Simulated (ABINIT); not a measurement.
# PtS2 (P-3m1) in ABINIT: notebook, part 2 of 2

ABINIT 10.8.3 (patched build). The steps go on from the part before.

## Step 3: Band structure, HCTH407

File run.abi:

```
ndtset 2

pp_dirpath "./"
pseudos "Pt.GGA_PBE-JTH.xml, S.GGA_PBE-JTH.xml"

acell 3.5432 3.5432 5.0388 Angstrom
rprim
     1.0000000000     0.0000000000     0.0000000000
    -0.5000000000     0.8660254038     0.0000000000
     0.0000000000     0.0000000000     1.0000000000
ntypat 2
znucl 78 16
natom 3
typat 1 2 2
xcart
     0.0000000000     0.0000000000     0.0000000000
     1.7716000002     1.0228337368     3.8949924000
    -0.0000000002     2.0456674739     1.1438076000 Angstrom

ecut 20.0
pawecutdg 40.0

ixc 27

occopt 3
tsmear 0.05 eV

nstep 100

iomode 3
prtwf 0
prteig 0
prtebands 0
prtden1 1

kptopt1 1
ngkpt1 9 9 5
nshiftk1 1
shiftk1 0.0 0.0 0.0
nband1 15
tolvrs1 1.0e-9

iscf2 -2
getden2 1
nband2 19
nbdbuf2 2
tolwfr2 1.0e-12
kptopt2 -7
ndivsm2 5
prteig2 1
kptbounds2
     0.0000000000     0.0000000000     0.0000000000
     0.5000000000     0.0000000000     0.0000000000
     0.3333333333     0.3333333333     0.0000000000
     0.0000000000     0.0000000000     0.0000000000
     0.0000000000     0.0000000000     0.5000000000
     0.5000000000     0.0000000000     0.5000000000
     0.3333333333     0.3333333333     0.5000000000
     0.0000000000     0.0000000000     0.5000000000
```

Potentials or basis: JTH PAW PBE v2.0.

Command:

```
> abinit run.abi > log 2>&1
```

run.abo:

```text
.Version 10.8.3 of ABINIT
 DATASET    1 : space group P-3 m 1 (#164); Bravais hP (primitive hexag.)
================================================================================
 Values of the parameters that define the memory need for DATASET  1.
     intxc =       0    ionmov =       0      iscf =       7    lmnmax =      18
     lnmax =       6     mgfft =      40  mpssoang =       3    mqgrid =    3001
     natom =       3  nloc_mem =       2    nspden =       1   nspinor =       1
    nsppol =       1      nsym =      12    n1xccc =       1    ntypat =       2
    occopt =       3   xclevel =       2
       mpw =        1597          nfft =       36000          nkpt =          50
 PAW method is used; the additional fine FFT grid is defined by:
   mgfftf=        60    nfftf =     96000
================================================================================
================================================================================

 DATASET    2 : space group P-3 m 1 (#164); Bravais hP (primitive hexag.)
================================================================================
 Values of the parameters that define the memory need for DATASET  2.
     intxc =       0    ionmov =       0      iscf =      -2    lmnmax =      18
     lnmax =       6     mgfft =      40  mpssoang =       3    mqgrid =    3001
     natom =       3  nloc_mem =       2    nspden =       1   nspinor =       1
    nsppol =       1      nsym =      12    n1xccc =       1    ntypat =       2
    occopt =       3   xclevel =       2
       mpw =        1597          nfft =       36000          nkpt =          54
 PAW method is used; the additional fine FFT grid is defined by:
   mgfftf=        60    nfftf =     96000
================================================================================
================================================================================

--------------------------------------------------------------------------------
------------- Echo of variables that govern the present computation ------------
--------------------------------------------------------------------------------
 -outvars: echo values of preprocessed input variables --------
            acell      6.6956776093E+00  6.6956776093E+00  9.5219520032E+00 Bohr
              amu      1.95080000E+02  3.20660000E+01
             ecut      2.00000000E+01 Hartree
           getden1          0
           getden2          1
             iscf1          7
             iscf2         -2
                       outvar_i_n : Printing only first  50 k-points.
              ixc          27
           jdtset        1    2
                       outvar_i_n : Printing only first  50 k-points.
           kptopt1          1
           kptopt2         -7
         kptrlatt        9    0    0      0    9    0      0    0    5
          kptrlen1     4.76097600E+01
          kptrlen2     3.00000000E+01
            natom           3
            nband1         15
            nband2         19
           nbdbuf1          0
           nbdbuf2          2
           ndtset           2
           ndivsm1          0
           ndivsm2          5
            ngfft          30      30      40
          ngfftdg          40      40      60
             nkpt1         50
             nkpt2         54
            nstep         100
             nsym          12
           ntypat           2
           occopt           3
        pawecutdg      4.00000000E+01 Hartree
         pawxcdev           0
        prtebands           0
           prteig1          0
           prteig2          1
            prtwf           0
[... 716 lines left out ...]
 -3.2368E-01 -2.4162E-01 -2.3080E-02 -2.3080E-02  2.7789E-02  8.5709E-02
  8.5709E-02  1.5040E-01  1.8602E-01  1.8602E-01  1.9849E-01  3.3782E-01
  3.3782E-01  4.5008E-01  5.1552E-01  5.1993E-01  5.1993E-01  6.1486E-01
  6.5283E-01

--- !ResultsGS
iteration_state: {dtset: 2, }
comment   : Summary of ground state results
lattice_vectors:
- [  6.6956776,   0.0000000,   0.0000000, ]
- [ -3.3478388,   5.7986269,   0.0000000, ]
- [  0.0000000,   0.0000000,   9.5219520, ]
lattice_lengths: [   6.69568,    6.69568,    9.52195, ]
lattice_angles: [ 90.000,  90.000, 120.000, ] # degrees, (23, 13, 12)
lattice_volume:   3.6969680E+02
convergence: {deltae:  0.000E+00, res2:  0.000E+00, residm:  9.990E-13, diffor:  0.000E+00, }
etotal    :  -4.80343379E+01
entropy   :   0.00000000E+00
fermie    :   2.52541330E-01
cartesian_stress_tensor: null
pressure_GPa: null
xred      :
- [  0.0000E+00,   0.0000E+00,   0.0000E+00, Pt]
- [  6.6667E-01,   3.3333E-01,   7.7300E-01,  S]
- [  3.3333E-01,   6.6667E-01,   2.2700E-01,  S]
cartesian_forces: null
force_length_stats: {min: null, max: null, mean: null, }
...

 Integrated electronic density in atomic spheres:
 ------------------------------------------------
 Atom  Sphere_radius  Integrated_density
    1        2.51622          8.97170188
    2        1.90380          3.61692035
    3        1.90380          3.61692035

================================================================================

 ----iterations are completed or convergence reached----

 Mean square residual over all n,k,spin=   69.618E-14; max=  99.904E-14
 reduced coordinates (array xred) for    3 atoms
       0.000000000000      0.000000000000      0.000000000000
       0.666666666667      0.333333333333      0.773000000000
       0.333333333333      0.666666666667      0.227000000000

 cartesian coordinates (angstrom) at end:
    1      0.00000000000000     0.00000000000000     0.00000000000000
    2      1.77160000000000     1.02283373691472     3.89499240000000
    3     -0.00000000000000     2.04566747382944     1.14380760000000
 length scales=  6.695677609316  6.695677609316  9.521952003224 bohr
              =  3.543200000000  3.543200000000  5.038800000000 angstroms
 Eigenvalues (hartree) for nkpt=  54  k points:
 kpt#   1, nband= 19, wtk=  1.00000, kpt=  0.0000  0.0000  0.0000 (reduced coord)
  -0.33356   -0.21768   -0.02380   -0.02380   -0.01482    0.08642    0.08642    0.16700
   0.19276    0.19276    0.23194    0.32164    0.32164    0.42682    0.46387    0.53287
   0.53287    0.68497    0.69920
 kpt#   2, nband= 19, wtk=  1.00000, kpt=  0.0556  0.0000  0.0000 (reduced coord)
  -0.33206   -0.21872   -0.02277   -0.02235   -0.01335    0.08445    0.08524    0.16213
   0.19273    0.19293    0.23267    0.31540    0.32035    0.43507    0.46916    0.52947
   0.53753    0.67633    0.68963
 kpt#   3, nband= 19, wtk=  1.00000, kpt=  0.1111  0.0000  0.0000 (reduced coord)
  -0.32761   -0.22167   -0.01976   -0.01829   -0.00892    0.07833    0.08219    0.15041
   0.19165    0.19261    0.23325    0.30275    0.31758    0.45245    0.48183    0.52516
   0.55033    0.65048    0.66933
 kpt#   4, nband= 19, wtk=  1.00000, kpt=  0.1667  0.0000  0.0000 (reduced coord)
  -0.32045   -0.22604   -0.01512   -0.01251   -0.00145    0.06754    0.07846    0.13716
   0.18846    0.18995    0.22916    0.29327    0.31564    0.46176    0.49631    0.53602
   0.56745    0.62328    0.64886
 kpt#   5, nband= 19, wtk=  1.00000, kpt=  0.2222  0.0000  0.0000 (reduced coord)
[... 185 lines left out ...]
   0.17582    0.19205    0.22272    0.28724    0.31334    0.48165    0.49049    0.55128
   0.56756    0.58375    0.64189
 kpt#  52, nband= 19, wtk=  1.00000, kpt=  0.0667  0.0667  0.5000 (reduced coord)
  -0.31731   -0.24320   -0.02298   -0.01889    0.03155    0.07766    0.07944    0.15219
   0.16345    0.18977    0.22166    0.30866    0.32457    0.47278    0.49104    0.54132
   0.54868    0.58758    0.64942
 kpt#  53, nband= 19, wtk=  1.00000, kpt=  0.0333  0.0333  0.5000 (reduced coord)
  -0.32207   -0.24203   -0.02314   -0.02199    0.02880    0.08349    0.08421    0.15394
   0.17106    0.18714    0.21080    0.32887    0.33418    0.45714    0.50368    0.52606
   0.53229    0.60401    0.65275
 kpt#  54, nband= 19, wtk=  1.00000, kpt=  0.0000  0.0000  0.5000 (reduced coord)
  -0.32368   -0.24162   -0.02308   -0.02308    0.02779    0.08571    0.08571    0.15040
   0.18602    0.18602    0.19849    0.33782    0.33782    0.45008    0.51552    0.51993
   0.51993    0.61486    0.65283

== END DATASET(S) ==============================================================
================================================================================

 -outvars: echo values of variables after computation  --------
            acell      6.6956776093E+00  6.6956776093E+00  9.5219520032E+00 Bohr
           etotal1    -4.8034337911E+01
            fcart1    -5.3619571317E-29 -2.7861546540E-28 -5.7824115866E-19
                      -5.3619571317E-29  4.6435910900E-28 -1.1486649466E-02
                       1.0723914263E-28 -1.8574364360E-28  1.1486649466E-02
            rprim      1.0000000000E+00  0.0000000000E+00  0.0000000000E+00
                      -5.0000000000E-01  8.6602540380E-01  0.0000000000E+00
                       0.0000000000E+00  0.0000000000E+00  1.0000000000E+00
           strten1    -2.9286898484E-04 -2.9286898505E-04 -3.4985745511E-04
                       0.0000000000E+00  0.0000000000E+00  0.0000000000E+00
           xangst      0.0000000000E+00  0.0000000000E+00  0.0000000000E+00
                       1.7716000000E+00  1.0228337369E+00  3.8949924000E+00
                      -6.5562370348E-17  2.0456674738E+00  1.1438076000E+00
             xred      0.0000000000E+00  0.0000000000E+00  0.0000000000E+00
                       6.6666666667E-01  3.3333333333E-01  7.7300000000E-01
                       3.3333333333E-01  6.6666666667E-01  2.2700000000E-01
 Calculation completed.
```

It took 1.9 min on 1 thread of Arm Neoverse V2, shared host; peak memory 0.14 GiB.

What came out:

- Free energy: -1307.0809 eV
- Pressure: 9.2 GPa
- Largest force: 0.591 eV/Å
- Band gap on the k mesh: 1.09 eV, indirect (least direct gap 1.16 eV)
- Band gap along the path: 1.08 eV, indirect (least direct gap 1.69 eV)
- Valence electrons inside the program's atomic spheres: Pt 8.97; S 3.62

Forces on the atoms (eV/Å):
```
Pt   0.000  0.000  0.000
S    0.000  0.000 -0.591
S    0.000  0.000  0.591
```

Stress tensor (GPa, compression positive):
```
 8.62  0.00  0.00
 0.00  8.62  0.00
 0.00  0.00 10.29
```

Levels at the corners of the path, in eV from the valence-band top:
| point | band 7 | band 8 | band 9 | band 10 | band 11 | band 12 | band 13 | band 14 | band 15 | band 16 |
| --- | --- | --- | --- | --- | --- | --- | --- | --- | --- | --- |
| Γ | -4.00 | -1.81 | -1.11 | -1.11 | -0.04 | 2.40 | 2.40 | 5.26 | 6.27 | 8.15 |
| M | -3.37 | -3.32 | -3.27 | -2.85 | -2.39 | 1.79 | 2.75 | 5.73 | 7.02 | 8.49 |
| K | -4.56 | -3.67 | -2.61 | -1.52 | -1.52 | 1.10 | 1.10 | 5.92 | 8.49 | 9.75 |
| Γ | -4.00 | -1.81 | -1.11 | -1.11 | -0.04 | 2.40 | 2.40 | 5.26 | 6.27 | 8.15 |
| A | -4.02 | -2.26 | -1.29 | -1.29 | -0.95 | 2.84 | 2.84 | 5.89 | 7.67 | 7.79 |
| L | -3.38 | -3.30 | -3.02 | -2.75 | -1.33 | 2.06 | 2.31 | 5.62 | 6.19 | 8.32 |
| H | -4.41 | -3.57 | -3.40 | -1.91 | -1.91 | 2.21 | 2.21 | 7.30 | 8.52 | 8.52 |
| A | -4.02 | -2.26 | -1.29 | -1.29 | -0.95 | 2.84 | 2.84 | 5.89 | 7.67 | 7.79 |

Caveat: the PAW data sets were made with another functional, which shifts forces and pressure a little; spin-orbit coupling is left out, which moves the levels of the heavy elements.

## Step 4: Band structure, LDA

File run.abi:

```
ndtset 2

pp_dirpath "./"
pseudos "Pt.hgh, S.hgh"

acell 3*1.0
rprim
     6.6956776048     0.0000000000     0.0000000000
    -3.3478388024     5.7986269013     0.0000000000
     0.0000000000     0.0000000000     9.5219519968
ntypat 2
znucl 78 16
natom 3
typat 1 2 2
xred
     0.0000000000     0.0000000000     0.0000000000
     0.6666666667     0.3333333333     0.7730000000
     0.3333333333     0.6666666667     0.2270000000

ecut 28.0

ixc 7

occopt 3
tsmear 0.05 eV

nstep 100

iomode 3
prtwf 0
prteig 0
prtebands 0
enunit 1
prtden1 1

kptopt1 1
ngkpt1 9 9 5
nshiftk1 1
shiftk1 0.0 0.0 0.0
nband1 15
tolvrs1 1.0e-10

iscf2 -2
getden2 1
nband2 19
nbdbuf2 2
tolwfr2 1.0e-12
kptopt2 -7
ndivsm2 8
prteig2 1
prtvol2 -3
kptbounds2
     0.0000000000     0.0000000000     0.0000000000
     0.5000000000     0.0000000000     0.0000000000
     0.3333333333     0.3333333333     0.0000000000
     0.0000000000     0.0000000000     0.0000000000
     0.0000000000     0.0000000000     0.5000000000
     0.5000000000     0.0000000000     0.5000000000
     0.3333333333     0.3333333333     0.5000000000
     0.0000000000     0.0000000000     0.5000000000
```

Potentials or basis: HGH LDA.

Command:

```
> abinit run.abi > log 2>&1
```

It took 2 min on 1 thread of Arm Neoverse V2, shared host; peak memory 0.12 GiB.

The run converged. Its results:

```
Free energy                                           : -1274.6422 eV
Pressure                                              : 5.8 GPa
Largest force                                         : 1.117 eV/Å
Band gap on the k mesh                                : 0.92 eV, indirect (least direct gap 0.97 eV)
Band gap along the path                               : 0.89 eV, indirect (least direct gap 1.54 eV)
Valence electrons inside the program's atomic spheres : Pt 6.60; S 3.90
```

Forces on the atoms (eV/Å):
```
Pt   0.000  0.000  0.000
S    0.000  0.000 -1.117
S    0.000  0.000  1.117
```

Stress tensor (GPa, compression positive):
```
6.21 0.00 0.00
0.00 6.21 0.00
0.00 0.00 4.85
```

Levels at the corners of the path, in eV from the valence-band top:
| point | band 8 | band 9 | band 10 | band 11 | band 12 | band 13 | band 14 | band 15 |
| --- | --- | --- | --- | --- | --- | --- | --- | --- |
| Γ | -1.96 | -1.13 | -1.13 | -0.08 | 2.41 | 2.41 | 4.58 | 5.35 |
| M | -3.51 | -3.48 | -3.06 | -2.48 | 1.68 | 2.82 | 5.32 | 6.34 |
| K | -3.94 | -2.77 | -1.64 | -1.64 | 0.94 | 0.94 | 5.45 | 7.92 |
| Γ | -1.96 | -1.13 | -1.13 | -0.08 | 2.41 | 2.41 | 4.58 | 5.35 |
| A | -2.54 | -1.32 | -1.32 | -1.02 | 2.91 | 2.91 | 5.30 | 7.05 |
| L | -3.53 | -3.16 | -2.91 | -1.38 | 2.04 | 2.29 | 5.15 | 5.35 |
| H | -3.81 | -3.68 | -2.07 | -2.07 | 2.20 | 2.20 | 7.08 | 7.71 |
| A | -2.54 | -1.32 | -1.32 | -1.02 | 2.91 | 2.91 | 5.30 | 7.05 |

Caveat: spin-orbit coupling is left out, which moves the levels of the heavy elements; HGH potentials are hard and often keep d shells in the core, so these values are rough; forces of over 1 eV/Å show positions far from the minimum, so gaps and moduli don't describe the material at rest. Expect the measured gap to be larger: semilocal functionals such as LDA lack the derivative discontinuity.

## Step 5: Band structure, PBE

Edit run.abi of step 4 so:

```diff
@@ -1,11 +1,14 @@
+# Datasets: ground state, then fixed potential
 ndtset 2
 
+# Pseudopotentials
 pp_dirpath "./"
-pseudos "Pt.hgh, S.hgh"
+pseudos "Pt.GGA_PBE-JTH.xml, S.GGA_PBE-JTH.xml"
 
-acell 3*1.0
+# Structure
+acell 3.5432 3.5432 5.0388 Angstrom
 rprim
-     6.6956776048     0.0000000000     0.0000000000
-    -3.3478388024     5.7986269013     0.0000000000
-     0.0000000000     0.0000000000     9.5219519968
+     1.0000000000     0.0000000000     0.0000000000
+    -0.5000000000     0.8660254038     0.0000000000
+     0.0000000000     0.0000000000     1.0000000000
 ntypat 2
@@ -19,6 +22,10 @@
 
-ecut 28.0
+# Plane-wave basis
+ecut 544.227725 eV
+pawecutdg 40.0
 
-ixc 7
+# Exchange and correlation
+ixc 11
 
+# Bands and occupations
 occopt 3
@@ -26,4 +33,6 @@
 
+# SCF cycle
 nstep 100
 
+# Output
 iomode 3
@@ -34,3 +43,7 @@
 prtden1 1
+prtvha1 1
+prtvclmb1 1
+prtpot1 1
 
+# Dataset 1
 kptopt1 1
@@ -40,4 +53,5 @@
 nband1 15
-tolvrs1 1.0e-10
+tolvrs1 1.0e-9
 
+# Dataset 2: bands along G-M-K-G-A-L-H-A
 iscf2 -2
```

Potentials or basis: JTH PAW PBE v2.0.

Command:

```
> abinit run.abi > log 2>&1
```

It took 2.2 min on 1 thread of Arm Neoverse V2, shared host; peak memory 0.15 GiB.

The run converged. Its results:

| Item | Value |
| --- | --- |
| Free energy | -1297.9919 eV |
| Pressure | 12.3 GPa |
| Largest force | 1.367 eV/Å |
| Band gap on the k mesh | 0.98 eV, indirect (least direct gap 1.03 eV) |
| Band gap along the path | 0.97 eV, indirect (least direct gap 1.53 eV) |
| Valence electrons inside the program's atomic spheres | Pt 8.89; S 3.58 |

Forces in eV/Å, atoms in the order of the input:
```
Pt   0.000  0.000  0.000
S    0.000  0.000 -1.367
S    0.000  0.000  1.367
```

Stress tensor (GPa, compression positive):
```
13.05  0.00  0.00
 0.00 13.05  0.00
 0.00  0.00 10.90
```

Levels at the corners of the path, in eV from the valence-band top:
```
point  band 7  band 8  band 9  band 10  band 11  band 12  band 13  band 14  band 15  band 16
    Γ   -3.99   -1.79   -1.11    -1.11    -0.08     2.43     2.43     4.79     5.74     7.87
    M   -3.40   -3.34   -3.24    -2.98    -2.35     1.75     2.81     5.49     6.55     8.21
    K   -4.58   -3.67   -2.68    -1.50    -1.50     1.02     1.02     5.67     8.07     9.34
    Γ   -3.99   -1.79   -1.11    -1.11    -0.08     2.43     2.43     4.79     5.74     7.87
    A   -4.01   -2.46   -1.30    -1.30    -0.91     2.90     2.90     5.47     7.33     7.54
    L   -3.35   -3.27   -3.08    -2.73    -1.35     2.07     2.33     5.36     5.60     7.86
    H   -4.39   -3.56   -3.55    -1.89    -1.89     2.21     2.21     7.23     7.99     8.12
    A   -4.01   -2.46   -1.30    -1.30    -0.91     2.90     2.90     5.47     7.33     7.54
```

Caveat: spin-orbit coupling is left out, which moves the levels of the heavy elements; forces of over 1 eV/Å show positions far from the minimum, so gaps and moduli don't describe the material at rest.

## Step 6: Band structure, revPBE

Edit run.abi of step 5 so:

```diff
@@ -23,3 +23,3 @@
 # Plane-wave basis
-ecut 544.227725 eV
+ecut 20.0
 pawecutdg 40.0
@@ -27,3 +27,3 @@
 # Exchange and correlation
-ixc 11
+ixc 14
 
@@ -31,3 +31,3 @@
 occopt 3
-tsmear 0.05 eV
+tsmear 0.00183747
```

Potentials or basis: JTH PAW PBE v2.0.

Command:

```
> abinit run.abi > log 2>&1
```

Wall time 2.2 min (1 thread of Arm Neoverse V2, shared host); peak memory 0.15 GiB.

Results (log left out):

```yaml
Free_energy: -1295.2411 eV
Pressure: 14.3 GPa
Largest_force: 1.410 eV/Å
Band_gap_on_the_k_mesh: 1.02 eV, indirect (least direct gap 1.06 eV)
Band_gap_along_the_path: 1.00 eV, indirect (least direct gap 1.56 eV)
Valence_electrons_inside_the_program's_atomic_spheres: Pt 8.89; S 3.58
```

Forces on the atoms (eV/Å):
```
Pt   0.000  0.000  0.000
S    0.000  0.000 -1.410
S    0.000  0.000  1.410
```

Stress tensor (GPa, compression positive):
```
14.99  0.00  0.00
 0.00 14.99  0.00
 0.00  0.00 12.84
```

Levels at the corners of the path, in eV from the valence-band top:
| point | band 7 | band 8 | band 9 | band 10 | band 11 | band 12 | band 13 | band 14 | band 15 | band 16 |
| --- | --- | --- | --- | --- | --- | --- | --- | --- | --- | --- |
| Γ | -3.98 | -1.79 | -1.11 | -1.11 | -0.07 | 2.44 | 2.44 | 4.85 | 5.87 | 7.90 |
| M | -3.39 | -3.33 | -3.23 | -2.96 | -2.35 | 1.79 | 2.82 | 5.54 | 6.62 | 8.24 |
| K | -4.57 | -3.66 | -2.67 | -1.49 | -1.49 | 1.06 | 1.06 | 5.73 | 8.15 | 9.40 |
| Γ | -3.98 | -1.79 | -1.11 | -1.11 | -0.07 | 2.44 | 2.44 | 4.85 | 5.87 | 7.90 |
| A | -4.00 | -2.41 | -1.29 | -1.29 | -0.91 | 2.91 | 2.91 | 5.51 | 7.41 | 7.57 |
| L | -3.34 | -3.26 | -3.08 | -2.72 | -1.35 | 2.08 | 2.35 | 5.41 | 5.71 | 7.94 |
| H | -4.38 | -3.54 | -3.53 | -1.88 | -1.88 | 2.23 | 2.23 | 7.25 | 8.13 | 8.18 |
| A | -4.00 | -2.41 | -1.29 | -1.29 | -0.91 | 2.91 | 2.91 | 5.51 | 7.41 | 7.57 |

Caveat: the PAW data sets were made with another functional, which shifts forces and pressure a little; spin-orbit coupling is left out, which moves the levels of the heavy elements. As with any semilocal functional, this revPBE gap is likely too small.

## Step 7: The runs side by side

| level | potentials or basis | gap on the mesh (eV) | pressure (GPa) | largest force (eV/Å) |
| --- | --- | --- | --- | --- |
| LDA | JTH PAW LDA v2.0 | 0.88 | 4.0 | 0.88 |
| HCTH407 | JTH PAW PBE v2.0 | 1.09 | 9.2 | 0.59 |
| PBE | JTH PAW PBE v2.0 | 0.98 | 12.3 | 1.37 |
| revPBE | JTH PAW PBE v2.0 | 1.02 | 14.3 | 1.41 |

Alike in all rows: task band structure; no spin polarisation; cell as given; k mesh 9 × 9 × 5; cutoff (eV) 544; smearing fermi-dirac 0.05 eV.

Caveats: spin-orbit coupling is left out, which moves the levels of the heavy elements; the PAW data sets were made with another functional, which shifts forces and pressure a little (some runs); forces of over 1 eV/Å show positions far from the minimum, so gaps and moduli don't describe the material at rest (some runs).

Total energies depend on the potentials used, so only differences within one code and one set of settings carry meaning.
